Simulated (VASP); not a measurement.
Wanted: the native input for a VASP 6.6.1 run.

```yaml
Task: relaxation of cell and atoms
Functional: PBE
Potentials_or_basis: VASP PAW PBE potentials, release 64 (Zn, S)
Cutoff: 520 eV
k_mesh: 10 × 10 × 10
Occupations: gaussian, width 0.02 eV
Spin: no spin polarisation
Further_INCAR_settings: ALGO = Fast; EDIFF = 1e-07; IBRION = 2; EDIFFG = -0.002; NSW = 80; ISIF = 3
```

The structure of ZnS lies in POSCAR:

```
ZnS                                     
1.0
   -0.0000000000      2.7236257894      2.7236257894
    2.7236257894      0.0000000000      2.7236257894
    2.7236257894      2.7236257894      0.0000000000
  Zn              S             
     1     1
Direct
     0.2500000000000000    0.2500000000000000    0.2500000000000000
     1.0000000000000000    1.0000000000000000    0.0000000000000000
```

One way to write it, as run:

INCAR

```
PREC = Accurate
ENCUT = 520
EDIFF = 1E-7
ISMEAR = 0
SIGMA = 0.02
LREAL = F
LASPH = T
NELM = 60
ALGO = Fast
ISIF = 3
LWAVE = F
LCHARG = F
GGA = PE
IBRION = 2
NSW = 80
EDIFFG = -0.002
KPAR = 4
```

KPOINTS

```
regular mesh
0
Gamma
  10 10 10
```

Potentials or basis: VASP PAW PBE potentials, release 64 (Zn, S).

Run with:

```bash
$ cat potpaw_PBE.64/Zn/POTCAR potpaw_PBE.64/S/POTCAR > POTCAR
$ mpirun -np 4 vasp_std > vasp.out
```

It gave:

```
Pressure after relaxing : 0.0 GPa
Band gap on the k mesh  : 2.01 eV, direct
```

Caveat: the relaxation stopped at its first step, so nothing moved.

Run time: 5.7 s on 4 MPI ranks on Intel(R) Xeon(R) 6975P-C (Granite Rapids) (shared host), peak memory 0.16 GiB a rank.
